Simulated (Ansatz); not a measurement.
Crystal: AgBr.

```
Ag Br
1.0
     0.00000    2.87015    2.87015
     2.87015    0.00000    2.87015
     2.87015    2.87015    0.00000
Ag Br
1 1
Direct
  0.00000 0.00000 0.00000
  0.50000 0.50000 0.50000
```

```yaml
Program: Ansatz 0.2.0
Task: relaxation of cell and atoms
Functional: BLYP
Potentials_or_basis: Ansatz PAW
Cutoff: "420 eV (not typed: the program's choice for these potentials)"
k_mesh: 8 × 8 × 8
Occupations: fermi-dirac, width 0.05 eV
Spin: no spin polarisation
```

At the start: volume 23.64 Å³/atom.

Q: Where does the relaxation end?

A: It ends after 6 steps and the volume is 27.12 Å³/atom (+14.7 %); space group Fm-3m (No. 225, to 0.05 Å).

The path:
```
step  energy change (eV)  largest force (eV/Å)  volume (Å³)
   1              0.0000                0.0000        47.29
   2             -0.1137                0.0000        54.55
   3             -0.1139                0.0000        54.34
   4             -0.1150                0.0000        54.34
   5             -0.1151                0.0000        54.24
   6             -0.1151                0.0000        54.24
```

Final structure:
```cif
data_structure
_symmetry_space_group_name_H-M 'P 1'
_symmetry_Int_Tables_number 1
_cell_length_a 4.2489
_cell_length_b 4.2489
_cell_length_c 4.2489
_cell_angle_alpha 60.000
_cell_angle_beta 60.000
_cell_angle_gamma 60.000
_cell_volume 54.24
loop_
_atom_site_label
_atom_site_type_symbol
_atom_site_fract_x
_atom_site_fract_y
_atom_site_fract_z
_atom_site_occupancy
Ag1 Ag 0.00000 0.00000 0.00000 1
Br1 Br 0.50000 0.50000 0.50000 1
```

Caveat: the plane-wave basis is chosen anew once the cell has moved, so the energies of steps on either side of that aren't comparable; the volume moved by +15 % from the deposited cell, more than functionals usually miss; the PAW data sets come from PBE, with cores solved anew for the run's functional, which leaves a small shift of forces and pressure.
